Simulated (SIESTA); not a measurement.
The system is GaN.

```xyz
8
Lattice="3.2115 0.0000 0.0000 -1.6058 2.7813 0.0000 0.0000 0.0000 10.3568" Properties=species:S:1:pos:R:3 pbc="T T T"
Ga    0.0000    0.0000    8.1391
Ga    1.6058    0.9271    0.3868
Ga    0.0000    1.8542    5.5652
Ga    0.0000    0.0000    2.9607
N     0.0000    0.0000    0.9636
N     1.6058    0.9271    3.5601
N     0.0000    0.0000    6.1420
N     0.0000    1.8542    8.7385
```

The cell is a database's computed one.

Program: SIESTA 5.4.2. Alike in all runs: no spin polarisation; cell as given; k mesh 10 × 10 × 3; smearing fermi-dirac 0.05 eV; grid cutoff 800 Ry.

Question: Order these runs on this cell by their pressure, lowest first.
A. level PBE; potentials or basis PseudoDojo 0.4 standard (PBE files), DZP (energy shift 0.003 Ry; two zetas on semicore shells); energy shift 0.003 Ry
B. level LDA; potentials or basis PseudoDojo 0.4 standard (LDA files), DZP (energy shift 0.003 Ry; two zetas on semicore shells); energy shift 0.003 Ry
C. level PBEsol; potentials or basis PseudoDojo 0.4 standard (PBEsol files), DZP (energy shift 0.003 Ry; two zetas on semicore shells); energy shift 0.003 Ry
D. level RPBE; potentials or basis PseudoDojo 0.4 standard (PBE files), DZP (energy shift 0.002 Ry; radii capped at 9.5 bohr); energy shift 0.002 Ry

Answer: B (-8.8 GPa), C (-3.6 GPa), A (2.2 GPa), D (7.0 GPa).

Caveats: the basis of atomic orbitals isn't converged, which shifts pressures, moduli and gaps; semicore shells carry a single zeta, which can move pressures by several GPa and volumes by a few percent (some runs); the potentials were made for another functional, which shifts forces and pressure (some runs).

Not every run made on this cell is shown here.
